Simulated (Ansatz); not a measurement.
The system is TiC.

```
CELL_PARAMETERS angstrom
3.04209 0.00000 0.00000
-1.52104 2.63452 0.00000
0.00000 0.00000 2.69797
ATOMIC_POSITIONS crystal
Ti 0.00000 0.00000 0.50000
C 0.33333 0.66667 0.00000
```

The cell was built by a generator and needn't be a form met in nature.

Program: Ansatz 0.2.0. Alike in all runs: potentials or basis Ansatz PAW; no spin polarisation; cell as given; k mesh 5 × 5 × 5; smearing fermi-dirac 0.05 eV; the mesh is coarse, so values aren't converged.

**Question.** Order these runs on this cell by their pressure, lowest first.
A. level HSE06; cutoff (eV) 420; points for each segment of the path 4
B. level r2SCANh; cutoff (eV) 500
C. level B3LYP; cutoff (eV) 420
D. level r2SCAN50; cutoff (eV) 500
E. level HF; cutoff (eV) 420

**Answer.** D (-9.4 GPa), A (-4.8 GPa), B (-3.1 GPa), C (1.1 GPa), E (6.7 GPa).

Caveats: all runs use coarse meshes; the PAW data sets come from PBE, with cores solved anew for the run's functional, which leaves a small shift of forces and pressure; the thresholds are loose for stress.
